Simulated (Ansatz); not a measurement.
**TiTe2: a single-point run**

Wanted: a converged single-point run for TiTe2, and a check of what comes out. The structure is shown as the input types it. The cell is built on a prototype (3R-MoS2 type) and needn't be the phase found in nature.

Method: density functional or hybrid calculation with the settings of its input, plane waves (as first typed), in Ansatz 0.2.0.

## (1) The structure to begin with

It takes space group R3m (No. 160, trigonal). The conventional cell has a = 3.760 Å, b = 3.760 Å, c = 20.445 Å, α = 90.00°, β = 90.00°, γ = 120.00°. Ti (site symmetry 3m) has 6 Te at 2.78 to 2.80 Å as nearest neighbours. Te (site symmetry 3m) is surrounded by 3 Ti at 2.80 Å. Around Te (site symmetry 3m) lie 3 Ti at 2.78 Å.

The input asks for a charge of -0.05 e on the cell.

Coordinates:

```cif
data_structure
_symmetry_space_group_name_H-M 'P 1'
_symmetry_Int_Tables_number 1
_cell_length_a 7.1526
_cell_length_b 7.1526
_cell_length_c 7.1526
_cell_angle_alpha 30.479
_cell_angle_beta 30.479
_cell_angle_gamma 30.479
_cell_volume 83.45
loop_
_atom_site_label
_atom_site_type_symbol
_atom_site_fract_x
_atom_site_fract_y
_atom_site_fract_z
_atom_site_occupancy
Ti1 Ti 0.99969 0.99969 0.99969 1
Te1 Te 0.41913 0.41913 0.41913 1
Te2 Te 0.24784 0.24784 0.24784 1
```

## (2) The run

input.yaml reads:

```yaml
crystal:
  lattice:
    - [1.8800618773, 1.085454231, 6.8151508306]
    - [-1.8800618773, 1.085454231, 6.8151508306]
    - [0.0, -2.170908462, 6.8151508306]
  atoms:
    - { symbol: Ti, position: [-0.0003050363, -0.0003050363, -0.0003050363] }
    - { symbol: Te, position: [0.4191340031, 0.4191340031, 0.4191340031] }
    - { symbol: Te, position: [0.2478376999, 0.2478376999, 0.2478376999] }
kpoints:
  mp_grid: { grid: [6, 6, 6] }
hamiltonian:
  xc: pbe
scf:
  occupations: { method: fermi_dirac, width: 0.02 }
  n_extra_bands: 4
  max_iter: 86
output:
  forces: true
  stress: true
  eigenvalues: true
total_charge: -0.05
```

Started as:

```
$ ansatz run input.yaml --threads 4 --pin off --max-ram 3686MiB --backend cpu --events-out ev --progress --plain --runs-dir out
```

Q: Will this input give a usable result? If not, why, and what should change?

This run ends as converged. Convergence says nothing about whether the input makes sense.

Look at the input: total_charge is -0.05. The typed charge changes the electron count, so this is no longer the system that was meant.

To check: delete total_charge (the default then holds).
